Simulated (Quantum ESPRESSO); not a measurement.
# Cl (Cmce) in Quantum ESPRESSO: notebook, part 4 of 4

Quantum ESPRESSO 7.5. The steps go on from the part before.

## 5. Phonons, PBEsol, target pressure 40 GPa, at which the enthalpy is minimised

The input, pw.in:

```
&CONTROL
  calculation = 'scf'
  prefix = 'pwscf'
  outdir = './tmp'
  pseudo_dir = './pseudo'
  tprnfor = .true.
  tstress = .true.
  disk_io = 'low'
/
&SYSTEM
  ibrav = 0
  celldm(1) = 8
  nat = 4
  ntyp = 1
  ecutwfc = 58
  nbnd = 21
  occupations = 'smearing'
  smearing = 'fd'
  degauss = 0.00367493
/
&ELECTRONS
  conv_thr = 8d-10
  electron_maxstep = 120
  mixing_beta = 0.5
/
ATOMIC_SPECIES
Cl    35.4500 Cl.upf
CELL_PARAMETERS alat
  0.7428985827435  -0.5314854725510   0.0000000000000
  0.7428985827435   0.5314854725510   0.0000000000000
  0.0000000000000   0.0000000000000   1.9393314353972
ATOMIC_POSITIONS crystal
Cl     0.3700000000    0.6300000000    0.4000000000
Cl     0.1300000000    0.8700000000    0.9000000000
Cl     0.6300000000    0.3700000000    0.6000000000
Cl     0.8700000000    0.1300000000    0.1000000000
K_POINTS automatic
2 2 2 1 1 1
```

The input, relax.in:

```
&CONTROL
  calculation = 'vc-relax'
  prefix = 'pwscf'
  outdir = './tmp'
  pseudo_dir = './pseudo'
  tprnfor = .true.
  tstress = .true.
  disk_io = 'low'
  nstep = 40
  forc_conv_thr = 0.0001
  etot_conv_thr = 1d-06
/
&SYSTEM
  ibrav = 0
  celldm(1) = 8
  nat = 4
  ntyp = 1
  ecutwfc = 58
  nbnd = 21
  occupations = 'smearing'
  smearing = 'fd'
  degauss = 0.00367493
/
&ELECTRONS
  conv_thr = 8d-10
  electron_maxstep = 120
  mixing_beta = 0.5
/
&IONS
  ion_dynamics = 'bfgs'
/
&CELL
  cell_dynamics = 'bfgs'
  press = 400
  press_conv_thr = 0.2
/
ATOMIC_SPECIES
Cl    35.4500 Cl.upf
CELL_PARAMETERS alat
  0.7428985827435  -0.5314854725510   0.0000000000000
  0.7428985827435   0.5314854725510   0.0000000000000
  0.0000000000000   0.0000000000000   1.9393314353972
ATOMIC_POSITIONS crystal
Cl     0.3700000000    0.6300000000    0.4000000000
Cl     0.1300000000    0.8700000000    0.9000000000
Cl     0.6300000000    0.3700000000    0.6000000000
Cl     0.8700000000    0.1300000000    0.1000000000
K_POINTS automatic
2 2 2 1 1 1
```

The input, scf2.in:

```
&CONTROL
  calculation = 'scf'
  prefix = 'pwscf'
  outdir = './tmp'
  pseudo_dir = './pseudo'
  tprnfor = .true.
  tstress = .true.
  disk_io = 'low'
/
&SYSTEM
  ibrav = 0
  celldm(1) = 8
  nat = 4
  ntyp = 1
  ecutwfc = 58
  nbnd = 21
  occupations = 'fixed'
/
&ELECTRONS
  conv_thr = 1d-13
  electron_maxstep = 120
  mixing_beta = 0.5
  startingpot = 'file'
  startingwfc = 'file'
/
ATOMIC_SPECIES
Cl    35.4500 Cl.upf
CELL_PARAMETERS alat
  0.5040672867551  -0.3872195581946   0.0000000000000
  0.5040672867551   0.3872195581946   0.0000000000000
  0.0000000000000   0.0000000000000   1.7266562778485
ATOMIC_POSITIONS crystal
Cl     0.3542108909    0.6457891091    0.3774486584
Cl     0.1457891091    0.8542108909    0.8774486584
Cl     0.6457891091    0.3542108909    0.6225513416
Cl     0.8542108909    0.1457891091    0.1225513416
K_POINTS automatic
2 2 2 1 1 1
```

The input, ph.in:

```
phonons of Cl
&INPUTPH
  prefix = 'pwscf'
  outdir = './tmp'
  tr2_ph = 1d-18
  fildyn = 'dyn'
  niter_ph = 90
  alpha_mix(1) = 0.7
  epsil = .true.
/
0.0000000000 0.0000000000 0.0000000000
```

The input, dynmat.in:

```
&INPUT
  fildyn = 'dyn'
  asr = 'crystal'
  lperm = .true.
  filout = 'dynmat.disp'
  fileig = 'dynmat.eig'
/
```

The input, dynmat_lo.in:

```
&INPUT
  fildyn = 'dyn'
  asr = 'crystal'
  filout = 'dynmat_lo.disp'
  fileig = 'dynmat_lo.eig'
  q(1) = 0
  q(2) = 0
  q(3) = 1
/
```

Potentials or basis: PseudoDojo 0.4.1 SR PBEsol standard.

Command:

```sh
> OMP_NUM_THREADS=1 pw.x -in pw.in > pw.out
> OMP_NUM_THREADS=1 pw.x -in relax.in > relax.out
> OMP_NUM_THREADS=1 pw.x -in scf2.in > scf2.out
> OMP_NUM_THREADS=1 ph.x -in ph.in > ph.out
> OMP_NUM_THREADS=1 dynmat.x -in dynmat.in > dynmat.out
> OMP_NUM_THREADS=1 dynmat.x -in dynmat_lo.in > dynmat_lo.out
```

pw.out:

```text
This program is part of the open-source Quantum ESPRESSO suite
     for quantum simulation of materials; please cite
[... 9 lines left out ...]
     --------------------
     sticks:   dense  smooth     PW     G-vecs:    dense   smooth      PW
     Sum         937     937    261                46863    46863    6771

     Using Slab Decomposition

     bravais-lattice index     =            0
     lattice parameter (alat)  =       8.0000  a.u.
     unit-cell volume          =     784.1027 (a.u.)^3
     number of atoms/cell      =            4
     number of atomic types    =            1
     number of electrons       =        28.00
     number of Kohn-Sham states=           21
     kinetic-energy cutoff     =      58.0000  Ry
     charge density cutoff     =     232.0000  Ry
     scf convergence threshold =      8.0E-10
     mixing beta               =       0.5000
     number of iterations used =            8  plain     mixing
     Exchange-correlation= PBESOL
                           (   1   4  10   8   0   0   0)

     celldm(1)=   8.000000  celldm(2)=   0.000000  celldm(3)=   0.000000
     celldm(4)=   0.000000  celldm(5)=   0.000000  celldm(6)=   0.000000

     crystal axes: (cart. coord. in units of alat)
               a(1) = (   0.742899  -0.531485   0.000000 )
               a(2) = (   0.742899   0.531485   0.000000 )
               a(3) = (   0.000000   0.000000   1.939331 )

     reciprocal axes: (cart. coord. in units 2 pi/alat)
               b(1) = (  0.673039 -0.940759  0.000000 )
               b(2) = (  0.673039  0.940759 -0.000000 )
               b(3) = ( -0.000000  0.000000  0.515642 )

     PseudoPot. # 1 for Cl read from file:
     Cl.upf
     Pseudo is Norm-conserving + core correction, Zval =  7.0
     Generated using ONCVPSP code by D. R. Hamann
[... 65 lines left out ...]
     ethr =  6.48E-07,  avg # of iterations = 16.0

     total energy              =    -130.86660393 Ry
     estimated scf accuracy    <       0.00002715 Ry

     iteration #  5     ecut=    58.00 Ry     beta= 0.50
     Davidson diagonalization with overlap
     ethr =  9.70E-08,  avg # of iterations =  2.0
[... 32 lines left out ...]
     iteration # 10     ecut=    58.00 Ry     beta= 0.50
     Davidson diagonalization with overlap
     ethr =  3.29E-12,  avg # of iterations =  2.0

     End of self-consistent calculation

          k = 0.3365 0.0000 0.1289 (  5844 PWs)   bands (ev):

   -16.0900 -15.9673 -12.0497 -11.7341  -4.8178  -4.3724  -2.6469  -2.5137
    -2.3080  -2.2919  -0.3764  -0.1103   0.0626   0.3204   2.9118   3.1503
     8.7448   8.9374   9.4983  10.0461  10.2948

          k = 0.0000-0.4704 0.1289 (  5849 PWs)   bands (ev):

   -15.9934 -15.9687 -11.9907 -11.9230  -4.7378  -4.5506  -2.7947  -2.7471
    -2.6438  -2.4209  -0.0683   0.1261   0.2889   0.2960   3.1014   3.1871
     9.1030   9.4349   9.5412  10.3826  10.7456

     the Fermi energy is     1.6771 ev

!    total energy              =    -130.86661069 Ry
     estimated scf accuracy    <          4.0E-12 Ry
     smearing contrib. (-TS)   =      -0.00000000 Ry
     internal energy E=F+TS    =    -130.86661069 Ry

     The total energy is F=E-TS. E is the sum of the following terms:
     one-electron contribution =     -30.13818060 Ry
     hartree contribution      =      25.02968286 Ry
     xc contribution           =     -35.17107822 Ry
     ewald contribution        =     -90.58703473 Ry

     convergence has been achieved in  10 iterations

     Forces acting on atoms (cartesian axes, Ry/au):

     atom    1 type  1   force =     0.00000000   -0.00588615   -0.00383227
     atom    2 type  1   force =    -0.00000000    0.00588615   -0.00383227
     atom    3 type  1   force =     0.00000000    0.00588615    0.00383227
     atom    4 type  1   force =    -0.00000000   -0.00588615    0.00383227

     Total force =     0.014048     Total SCF correction =     0.000001

     Computing stress (Cartesian axis) and pressure

          total   stress  (Ry/bohr**3)                   (kbar)     P=      -12.62
  -0.00004672   0.00000000   0.00000000           -6.87        0.00        0.00
  -0.00000000  -0.00014759   0.00000000           -0.00      -21.71        0.00
   0.00000000   0.00000000  -0.00006314            0.00        0.00       -9.29

=------------------------------------------------------------------------------=
   JOB DONE.
=------------------------------------------------------------------------------=
```

scf2.out:

```text
This program is part of the open-source Quantum ESPRESSO suite
     for quantum simulation of materials; please cite
[... 9 lines left out ...]
     --------------------
     sticks:   dense  smooth     PW     G-vecs:    dense   smooth      PW
     Sum         461     461    135                20615    20615    3141
[... 125 lines left out ...]
   0.00271521   0.00000000   0.00000000          399.42        0.00        0.00
   0.00000000   0.00271469   0.00000000            0.00      399.34        0.00
   0.00000000   0.00000000   0.00271429            0.00        0.00      399.29

=------------------------------------------------------------------------------=
   JOB DONE.
=------------------------------------------------------------------------------=
```

It took 2.4 min on 1 thread of Arm Neoverse V2, shared host; peak memory 0.08 GiB.

Results:

* Free energy: -1778.8141 eV
* Relaxed volume: 12.78 Å³/atom
* Relaxed cell: a = 2.691 Å, b = 2.691 Å, c = 7.310 Å, α = 90.00°, β = 90.00°, γ = 75.06°
* Space group after relaxing (to 0.05 Å): Cmce (No. 64)
* Pressure after relaxing: 39.9 GPa
* Highest phonon frequency at Γ: 500 cm⁻¹

Final structure:
```
CELL_PARAMETERS angstrom
2.13393 -1.63926 0.00000
2.13393 1.63926 0.00000
0.00000 0.00000 7.30966
ATOMIC_POSITIONS crystal
Cl 0.35421 0.64579 0.37745
Cl 0.14579 0.85421 0.87745
Cl 0.64579 0.35421 0.62255
Cl 0.85421 0.14579 0.12255
```

Phonon frequencies in cm⁻¹ (negative: imaginary):
| q point | frequencies |
| --- | --- |
| (0.000, 0.000, 0.000) | -2 -2 -1 95 154 182 199 231 242 315 492 500 |

Optical modes at Γ, degenerate ones joined, polar ones without the macroscopic field:
```tsv
cm⁻¹	components	symmetry	active in
95	1	B1u	IR
154	1	Au	silent
182	1	B1g	Raman
199	1	B3g	Raman
231	1	Ag	Raman
242	1	B2g	Raman
315	1	B3u	IR
492	1	Ag	Raman
500	1	B2g	Raman
```

Caveat: the k mesh is coarse (spacing up to 0.86 Å⁻¹), so the values aren't converged; the mesh is thin for the dielectric tensor, Born charges and intensities, which usually come out too large; the volume moved by over 15 % at a fixed basis, so the end points are rough; the cell is more than 3 GPa from zero pressure, which shifts response properties.

## 6. Dielectric tensor, PBEsol

pw.in is that of step 5.

The input, scf2.in:

```
&CONTROL
  calculation = 'scf'
  prefix = 'pwscf'
  outdir = './tmp'
  pseudo_dir = './pseudo'
  tprnfor = .true.
  tstress = .true.
  disk_io = 'low'
/
&SYSTEM
  ibrav = 0
  celldm(1) = 8
  nat = 4
  ntyp = 1
  ecutwfc = 58
  nbnd = 21
  occupations = 'fixed'
/
&ELECTRONS
  conv_thr = 1d-13
  electron_maxstep = 120
  mixing_beta = 0.5
  startingpot = 'file'
  startingwfc = 'file'
/
ATOMIC_SPECIES
Cl    35.4500 Cl.upf
CELL_PARAMETERS alat
  0.7428985827435  -0.5314854725510   0.0000000000000
  0.7428985827435   0.5314854725510   0.0000000000000
  0.0000000000000   0.0000000000000   1.9393314353972
ATOMIC_POSITIONS crystal
Cl     0.3700000000    0.6300000000    0.4000000000
Cl     0.1300000000    0.8700000000    0.9000000000
Cl     0.6300000000    0.3700000000    0.6000000000
Cl     0.8700000000    0.1300000000    0.1000000000
K_POINTS automatic
2 2 2 1 1 1
```

ph.in, as its differences from that of step 5:

```diff
@@ -1,2 +1,2 @@
-phonons of Cl
+dielectric of Cl
 &INPUTPH
@@ -9,2 +9,4 @@
   epsil = .true.
+  trans = .false.
+  zeu = .true.
 /
```

Potentials or basis: PseudoDojo 0.4.1 SR PBEsol standard.

Command:

```sh
> OMP_NUM_THREADS=1 pw.x -in pw.in > pw.out
> OMP_NUM_THREADS=1 pw.x -in scf2.in > scf2.out
> OMP_NUM_THREADS=1 ph.x -in ph.in > ph.out
```

pw.out:

```text
This program is part of the open-source Quantum ESPRESSO suite
     for quantum simulation of materials; please cite
[... 9 lines left out ...]
     --------------------
     sticks:   dense  smooth     PW     G-vecs:    dense   smooth      PW
     Sum         937     937    261                46863    46863    6771

     Using Slab Decomposition

     bravais-lattice index     =            0
     lattice parameter (alat)  =       8.0000  a.u.
     unit-cell volume          =     784.1027 (a.u.)^3
     number of atoms/cell      =            4
     number of atomic types    =            1
     number of electrons       =        28.00
     number of Kohn-Sham states=           21
     kinetic-energy cutoff     =      58.0000  Ry
     charge density cutoff     =     232.0000  Ry
     scf convergence threshold =      8.0E-10
     mixing beta               =       0.5000
     number of iterations used =            8  plain     mixing
     Exchange-correlation= PBESOL
                           (   1   4  10   8   0   0   0)

     celldm(1)=   8.000000  celldm(2)=   0.000000  celldm(3)=   0.000000
     celldm(4)=   0.000000  celldm(5)=   0.000000  celldm(6)=   0.000000

     crystal axes: (cart. coord. in units of alat)
               a(1) = (   0.742899  -0.531485   0.000000 )
               a(2) = (   0.742899   0.531485   0.000000 )
               a(3) = (   0.000000   0.000000   1.939331 )

     reciprocal axes: (cart. coord. in units 2 pi/alat)
               b(1) = (  0.673039 -0.940759  0.000000 )
               b(2) = (  0.673039  0.940759 -0.000000 )
               b(3) = ( -0.000000  0.000000  0.515642 )

     PseudoPot. # 1 for Cl read from file:
     Cl.upf
     Pseudo is Norm-conserving + core correction, Zval =  7.0
     Generated using ONCVPSP code by D. R. Hamann
     Using radial grid of 1028 points,  6 beta functions with:
                l(1) =   0
                l(2) =   0
                l(3) =   1
                l(4) =   1
                l(5) =   2
                l(6) =   2

     atomic species   valence    mass     pseudopotential
     Cl                7.00    35.45000     Cl( 1.00)

      8 Sym. Ops., with inversion, found ( 4 have fractional translation)

   Cartesian axes

     site n.     atom                  positions (alat units)
         1        Cl     tau(   1) = (   0.7428986   0.1381862   0.7757326  )
         2        Cl     tau(   2) = (   0.7428986   0.3932992   1.7453983  )
         3        Cl     tau(   3) = (   0.7428986  -0.1381862   1.1635989  )
         4        Cl     tau(   4) = (   0.7428986  -0.3932992   0.1939331  )

     number of k points=     2  Fermi-Dirac smearing, width (Ry)=  0.0037
                       cart. coord. in units 2pi/alat
        k(    1) = (   0.3365197   0.0000000   0.1289104), wk =   1.0000000
        k(    2) = (   0.0000000  -0.4703797   0.1289104), wk =   1.0000000

     Dense  grid:    46863 G-vectors     FFT dimensions: (  36,  36,  80)

     Initial potential from superposition of free atoms

     starting charge      28.0000, renormalised to      28.0000
     Starting wfcs are   16 randomized atomic wfcs +    5 random wfcs

     Self-consistent Calculation

     iteration #  1     ecut=    58.00 Ry     beta= 0.50
     Davidson diagonalization with overlap
     ethr =  1.00E-02,  avg # of iterations =  6.5

     Threshold (ethr) on eigenvalues was too large:
     Diagonalizing with lowered threshold

     Davidson diagonalization with overlap
     ethr =  3.96E-04,  avg # of iterations = 10.5

     total energy              =    -130.86558682 Ry
     estimated scf accuracy    <       0.10464034 Ry

     iteration #  2     ecut=    58.00 Ry     beta= 0.50
     Davidson diagonalization with overlap
     ethr =  3.74E-04,  avg # of iterations =  1.0

     total energy              =    -130.86461568 Ry
     estimated scf accuracy    <       0.01551204 Ry

     iteration #  3     ecut=    58.00 Ry     beta= 0.50
     Davidson diagonalization with overlap
     ethr =  5.54E-05,  avg # of iterations =  6.0

     total energy              =    -130.86649068 Ry
     estimated scf accuracy    <       0.00018149 Ry

     iteration #  4     ecut=    58.00 Ry     beta= 0.50
     Davidson diagonalization with overlap
     c_bands:  1 eigenvalues not converged
     ethr =  6.48E-07,  avg # of iterations = 16.0

     total energy              =    -130.86660393 Ry
     estimated scf accuracy    <       0.00002715 Ry

     iteration #  5     ecut=    58.00 Ry     beta= 0.50
     Davidson diagonalization with overlap
     ethr =  9.70E-08,  avg # of iterations =  2.0

     total energy              =    -130.86661034 Ry
     estimated scf accuracy    <       0.00000331 Ry

     iteration #  6     ecut=    58.00 Ry     beta= 0.50
     Davidson diagonalization with overlap
     ethr =  1.18E-08,  avg # of iterations =  1.5

     total energy              =    -130.86661049 Ry
     estimated scf accuracy    <       0.00000055 Ry

     iteration #  7     ecut=    58.00 Ry     beta= 0.50
     Davidson diagonalization with overlap
     ethr =  1.98E-09,  avg # of iterations =  2.5

     total energy              =    -130.86661065 Ry
     estimated scf accuracy    <       0.00000014 Ry

     iteration #  8     ecut=    58.00 Ry     beta= 0.50
     Davidson diagonalization with overlap
     ethr =  5.12E-10,  avg # of iterations =  2.0

     total energy              =    -130.86661069 Ry
     estimated scf accuracy    <          9.5E-09 Ry

     iteration #  9     ecut=    58.00 Ry     beta= 0.50
     Davidson diagonalization with overlap
     ethr =  3.41E-11,  avg # of iterations =  2.0

     total energy              =    -130.86661069 Ry
     estimated scf accuracy    <          9.2E-10 Ry

     iteration # 10     ecut=    58.00 Ry     beta= 0.50
     Davidson diagonalization with overlap
     ethr =  3.29E-12,  avg # of iterations =  2.0

     End of self-consistent calculation

          k = 0.3365 0.0000 0.1289 (  5844 PWs)   bands (ev):

   -16.0900 -15.9673 -12.0497 -11.7341  -4.8178  -4.3724  -2.6469  -2.5137
    -2.3080  -2.2919  -0.3764  -0.1103   0.0626   0.3204   2.9118   3.1503
     8.7448   8.9374   9.4983  10.0461  10.2948

          k = 0.0000-0.4704 0.1289 (  5849 PWs)   bands (ev):

   -15.9934 -15.9687 -11.9907 -11.9230  -4.7378  -4.5506  -2.7947  -2.7471
    -2.6438  -2.4209  -0.0683   0.1261   0.2889   0.2960   3.1014   3.1871
     9.1030   9.4349   9.5412  10.3826  10.7456

     the Fermi energy is     1.6771 ev

!    total energy              =    -130.86661069 Ry
     estimated scf accuracy    <          4.0E-12 Ry
     smearing contrib. (-TS)   =      -0.00000000 Ry
     internal energy E=F+TS    =    -130.86661069 Ry

     The total energy is F=E-TS. E is the sum of the following terms:
     one-electron contribution =     -30.13818060 Ry
     hartree contribution      =      25.02968286 Ry
     xc contribution           =     -35.17107822 Ry
     ewald contribution        =     -90.58703473 Ry

     convergence has been achieved in  10 iterations

     Forces acting on atoms (cartesian axes, Ry/au):

     atom    1 type  1   force =     0.00000000   -0.00588615   -0.00383227
     atom    2 type  1   force =    -0.00000000    0.00588615   -0.00383227
     atom    3 type  1   force =     0.00000000    0.00588615    0.00383227
     atom    4 type  1   force =    -0.00000000   -0.00588615    0.00383227

     Total force =     0.014048     Total SCF correction =     0.000001

     Computing stress (Cartesian axis) and pressure

          total   stress  (Ry/bohr**3)                   (kbar)     P=      -12.62
  -0.00004672   0.00000000   0.00000000           -6.87        0.00        0.00
  -0.00000000  -0.00014759   0.00000000           -0.00      -21.71        0.00
   0.00000000   0.00000000  -0.00006314            0.00        0.00       -9.29

=------------------------------------------------------------------------------=
   JOB DONE.
=------------------------------------------------------------------------------=
```

Wall time 58 s (1 thread of Arm Neoverse V1, shared host); peak memory 0.11 GiB.

What came out:

```yaml
Free_energy: -1780.5309 eV
Pressure: -1.3 GPa
Largest_force: 0.181 eV/Å
Electronic_dielectric_tensor_diagonal: 2.18, 2.91, 4.27
Born_charges_mean_of_the_diagonal: Cl +0.08 e
```

Forces in eV/Å, atoms in the order of the input:
```
Cl   0.000 -0.151 -0.098
Cl   0.000  0.151 -0.098
Cl   0.000  0.151  0.098
Cl   0.000 -0.151  0.098
```

Stress tensor (GPa, compression positive):
```
-0.69  0.00  0.00
 0.00 -2.17  0.00
 0.00  0.00 -0.93
```

Levels at points of the mesh, in eV from the valence-band top:
```
           k point  band 11  band 12  band 13  band 14  band 15  band 16  band 17  band 18
(0.25, 0.25, 0.25)    -0.70    -0.43    -0.26     0.00     2.59     2.83     8.42     8.62
```

Electronic dielectric tensor:
```
2.18 0.00 0.00
0.00 2.91 0.00
0.00 0.00 4.27
```

Born effective charge tensors (e):
atom 1, Cl
```
 0.11  0.00  0.00
 0.00  0.11 -0.28
 0.00 -0.43  0.01
```
atom 2, Cl
```
0.11 0.00 0.00
0.00 0.11 0.28
0.00 0.43 0.01
```
atom 3, Cl
```
 0.11  0.00  0.00
 0.00  0.11 -0.28
 0.00 -0.43  0.01
```
atom 4, Cl
```
0.11 0.00 0.00
0.00 0.11 0.28
0.00 0.43 0.01
```

Caveat: the k mesh is coarse (spacing up to 0.86 Å⁻¹), so the values aren't converged; the mesh is thin for the dielectric tensor, Born charges and intensities, which usually come out too large; the Born charges break their sum rule by 0.31 e, a sign of too thin a mesh.

## 7. The runs side by side

```csv
task,cell,pressure (GPa)
phonons,relaxed to 5 GPa,5.0
phonons,relaxed to 10 GPa,10.0
phonons,relaxed to 20 GPa,20.0
phonons,relaxed to 40 GPa,39.9
dielectric tensor,as given,-1.3
```

Alike in all rows: level PBEsol; potentials or basis PseudoDojo 0.4.1 SR PBEsol standard; no spin polarisation; k mesh 2 × 2 × 2, shifted; cutoff (eV) 789; smearing fermi-dirac 0.05 eV; the mesh is coarse, so values aren't converged.

Caveats: all runs use coarse meshes; the volume moved by over 15 % at a fixed basis, so the end points are rough (some runs); the cell is more than 3 GPa from zero pressure, which shifts response properties (some runs); the gap on the mesh is small and may close between mesh points, in which case fixed occupations spoil the response (some runs).

Absolute energies hang on the potentials; compare differences alone.
